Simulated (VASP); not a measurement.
A run of VASP 6.6.1 is set up as follows.

INCAR

```
SYSTEM = GaSb
PREC = Accurate
ENCUT = 600
EDIFF = 1E-6
ISMEAR = -1
SIGMA = 0.15
LREAL = .FALSE.
LASPH = .TRUE.
NELM = 100
ALGO = Fast
ISIF = 3
LWAVE = .FALSE.
LCHARG = .FALSE.
GGA = PE
IBRION = 2
NSW = 80
EDIFFG = -0.001
```

File KPOINTS:

```
Automatic mesh
0
G
  12 12 12
  0 0 0
```

Contents of POSCAR:

```
GaSb
1.0
    0.0000000000      3.1069206321      3.1069206321
    3.1069206321      0.0000000000      3.1069206321
    3.1069206321      3.1069206321      0.0000000000
Ga Sb
1 1
Direct
    0.0000000000      0.0000000000      0.0000000000
    0.2500000000      0.2500000000      0.2500000000
```

Potentials or basis: VASP PAW PBE potentials, release 64 (Ga_d, Sb).

Launch:

```sh
$ cat potpaw_PBE.64/Ga_d/POTCAR potpaw_PBE.64/Sb/POTCAR > POTCAR
$ mpirun -np 1 vasp_std > vasp.out
```

**Question.** Predict the relaxed cell.

**Answer.** a = 4.397 Å, b = 4.397 Å, c = 4.397 Å, α = 60.00°, β = 60.00°, γ = 60.00°.

**Question.** What does it give for the band gap on the k mesh?

**Answer.** None (metal or under the smearing width).

**Question.** Predict the relaxed volume.

**Answer.** 30.05 Å³/atom.

**Question.** What does it give for the space group after relaxing (to 0.05 Å)?

**Answer.** F-43m (No. 216).

Final structure:
```
Ga Sb
1.0
     0.00000    3.10911    3.10911
     3.10911    0.00000    3.10911
     3.10911    3.10911    0.00000
Ga Sb
1 1
Direct
  0.00000 0.00000 0.00000
  0.25000 0.25000 0.25000
```

Spin-orbit coupling is left out, which matters for the levels of Sb.
